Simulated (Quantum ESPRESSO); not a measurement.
Ti:

```xyz
2
Lattice="2.9500 0.0000 0.0000 -1.4750 2.5548 0.0000 0.0000 0.0000 4.6800" Properties=species:S:1:pos:R:3 pbc="T T T"
Ti    1.4750    0.8516    3.5100
Ti    0.0000    1.7032    1.1700
```

- Program: Quantum ESPRESSO 7.5
- Task: phonons
- Functional: PBE
- Potentials or basis: SSSP 1.3 efficiency PBE
- Cutoff: 748 eV
- Density cutoff: 5987 eV
- k mesh: 8 × 8 × 5
- Occupations: cold, width 0.2 eV
- Spin: no spin polarisation
- Mixing beta: 0.5
- Most SCF iterations: 120
- SCF threshold: 4e-10 Ry

What is the highest optical frequency at the zone centre?

166 cm⁻¹, a mode of symmetry B1g (silent).

Optical modes at Γ, degenerate ones joined:
| cm⁻¹ | components | symmetry | active in |
| --- | --- | --- | --- |
| 131 | 2 | E2g | Raman |
| 166 | 1 | B1g | silent |

Caveat: the mesh is thin for the phonons of a metal.
